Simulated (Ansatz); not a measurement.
## BAs: changing the pressure

The cell as given:

The structure is cubic, space group F-43m (No. 216). The conventional cell has a = 4.777 Å, b = 4.777 Å, c = 4.777 Å, α = 90.00°, β = 90.00°, γ = 90.00°. Around As (site symmetry -43m) lie 4 B at 2.07 Å. Around B (site symmetry -43m) lie 4 As at 2.07 Å.

Kept alike: task relaxation of cell and atoms; functional PBEsol; k mesh 10 × 10 × 10; occupations fermi-dirac, width 0.05 eV; no spin polarisation. Program: Ansatz, Ansatz PAW, cutoff 420 eV. The mesh is that of the run's cell of 2 atoms. No spin-orbit coupling.

```tsv
pressure, P (GPa)	band gap (eV)	volume (Å³/atom)
0	1.079	13.548
2	1.066	13.361
5	1.046	13.107
10	1.016	12.728
20	?	?
30	0.916	11.591
```

Spin-orbit coupling, left out here, moves the band edges of heavy atoms and can close or invert small gaps. Gaps hold for each row's own relaxed cell. The relaxations keep at least the cell's symmetry (F-43m). The runs follow the start's structure, whether or not it is the stable one at these pressures. Ansatz's relaxations hold a Pulay term in the stress (up to 0.1 GPa here). A gap read on the mesh alone can miss an edge between its points. All rows use potentials made for PBE.

Fit the rows shown and predict the run at 20 GPa.

A least-squares parabola through the rows shown is band gap = 4.43e-05 P² - 0.006763 P + 1.0791 (largest miss 0.0004); at P = 20 it gives 0.962 eV. Murnaghan's form V = V0 (1 + B′P/B0)^(-1/B′) through the rows shown has V0 = 13.5467, B0 = 142.6 GPa and B′ = 3.67 (largest miss 0.0017); at P = 20 it gives 12.098 Å³/atom. The run gave: band gap 0.962 eV; volume 12.097 Å³/atom.
